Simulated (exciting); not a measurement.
Consider CdS (Hawleyite), space group F-43m.

```xyz
2
Lattice="0.0000 2.9165 2.9165 2.9165 0.0000 2.9165 2.9165 2.9165 0.0000" Properties=species:S:1:pos:R:3 pbc="T T T"
Cd    0.0000    0.0000    0.0000
S     4.3748    4.3748    4.3748
```

Absorber: atom 1, with 4 S at 2.53 Å (tetrahedral, site symmetry -43m). Method: exciting, all-electron LAPW+lo, PBE, exchange and screened direct term (singlet BSE), 4×4×4 shifted k points, 19 conduction bands, |G+q| up to 3 bohr⁻¹ (2 in the exchange term), full RPA screening with nempty = 42, Lorentzian half width 1.25 eV.

**Question.** What does the Cd L₃ spectrum look like, and is there a bound core exciton?

Bound core exciton? Undecided on this mesh: the first bright state (over 5 % of the brightest) lies at 0.23 eV from the Kohn–Sham onset and at -0.51 eV from the lowest bare transition of its own mesh. Maxima (height): 3.0 eV (0.80), 10.3 eV (0.97) and 19.5 eV (1.00).

Energy from the Kohn–Sham onset, core level to the lowest empty state found on the meshes used; Im ε in relative units:

```tsv
E (eV)	Im ε
-9.0	0.03
-8.5	0.03
-8.0	0.03
-7.5	0.03
-7.0	0.04
-6.5	0.04
-6.0	0.04
-5.5	0.05
-5.0	0.05
-4.5	0.06
-4.0	0.06
-3.5	0.07
-3.0	0.08
-2.5	0.10
-2.0	0.12
-1.5	0.14
-1.0	0.17
-0.5	0.23
0.0	0.29
0.5	0.38
1.0	0.48
1.5	0.59
2.0	0.70
2.5	0.78
3.0	0.80
3.5	0.80
4.0	0.79
4.5	0.79
5.0	0.80
5.5	0.81
6.0	0.81
6.5	0.81
7.0	0.83
7.5	0.87
8.0	0.92
8.5	0.94
9.0	0.94
9.5	0.95
10.0	0.97
10.5	0.97
11.0	0.95
11.5	0.93
12.0	0.91
12.5	0.89
13.0	0.87
13.5	0.87
14.0	0.86
14.5	0.84
15.0	0.83
15.5	0.82
16.0	0.83
16.5	0.86
17.0	0.91
17.5	0.96
18.0	0.98
18.5	0.99
19.0	0.99
19.5	1.00
20.0	0.99
20.5	0.96
21.0	0.91
```

With 64 k points the binding energies are rough, and fine structure above the first lines is partly noise of the mesh. Exchange and the short-range direct term aren't converged in the kernel cutoff. The zero comes from the unshifted 4×4×4 ground-state mesh; it is exact only where the band minimum lies on that mesh. The conduction states carry no spin here, so the exchange coupling to the spinor core hole is only partly held. This core level is treated alone, with no coupling to its spin–orbit partner. The structure is a published determination, not relaxed.

[Banner, clock and machine lines of the logs are left out without a mark of their own.]

[Logs are printed without paths, hosts, clocks, repeated set-up lines and the standing remarks that a program may print on its own settings, such as how far it seeks lower states.]

[Hosts, paths, dates, database ids (printed as entryN), source tags and the programs' standing remarks are cut or masked in the printed files.]
